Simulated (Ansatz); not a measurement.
HfC: relaxation of cell and atoms with revPBE+D3(BJ)

HfC:

```
Hf C
1.0
     0.00000    2.32500    2.32500
     2.32500    0.00000    2.32500
     2.32500    2.32500    0.00000
Hf C
1 1
Direct
  0.50000 0.50000 0.50000
  0.00000 0.00000 0.00000
```

```
Program             : Ansatz 0.2.0
Task                : relaxation of cell and atoms
Functional          : revPBE
Dispersion          : D3(BJ)
Potentials or basis : Ansatz PAW
Cutoff              : 420 eV (not typed: the program's choice for these potentials)
k mesh              : 10 × 10 × 10
Occupations         : fermi-dirac, width 0.05 eV
Spin                : no spin polarisation
```

```json
{
 "Relaxed volume": "12.26 Å³/atom",
 "Relaxed cell": "a = 3.261 Å, b = 3.261 Å, c = 3.261 Å, α = 60.00°, β = 60.00°, γ = 60.00°",
 "Space group after relaxing (to 0.05 Å)": "Fm-3m (No. 225)",
 "Energy gained by relaxing": "5.6 meV/atom",
 "Ionic steps": "5",
 "Pressure after relaxing": "0.0 GPa",
 "Band gap on the k mesh": "none (metal or under the smearing width)"
}
```

The path:
| step | energy change (eV) | largest force (eV/Å) | volume (Å³) |
| --- | --- | --- | --- |
| 1 | 0.0000 | 0.0000 | 25.14 |
| 2 | -0.0063 | 0.0000 | 24.08 |
| 3 | -0.0120 | 0.0000 | 24.54 |
| 4 | -0.0120 | 0.0000 | 24.52 |
| 5 | -0.0113 | 0.0000 | 24.52 |

Final structure:
```xyz
2
Lattice="0.0000 2.3060 2.3060 2.3060 0.0000 2.3060 2.3060 2.3060 0.0000" Properties=species:S:1:pos:R:3 pbc="T T T"
Hf    2.3060    2.3060    2.3060
C     0.0000    0.0000    0.0000
```

Levels at points of the mesh, in eV from the Fermi level:
```
             k point  band 11  band 12  band 13  band 14  band 15  band 16  band 17  band 18  band 19
  (0.00, 0.00, 0.00)   -10.95   -10.95     1.02     1.02     1.02     1.35     1.35     1.35     3.40
 (0.00, 0.00, -0.50)   -10.94    -8.51    -6.32    -3.15    -3.15     5.41     5.41     5.89     6.62
(0.00, -0.50, -0.50)   -10.97   -10.65    -2.66    -1.91    -0.10    -0.10     5.39     6.89     6.89
```

Wall time 3.9 s on 2 threads of Intel(R) Xeon(R) Platinum 8488C (Sapphire Rapids), on a shared host, peak memory 0.4 GiB.

Caveat: the plane-wave basis is chosen anew once the cell has moved, so the energies of steps on either side of that aren't comparable; pairwise dispersion overbinds metals, which lowers pressure and volume; the PAW data sets come from PBE, with cores solved anew for the run's functional, which leaves a small shift of forces and pressure. Spin-orbit coupling is left out, which matters for the levels of Hf.
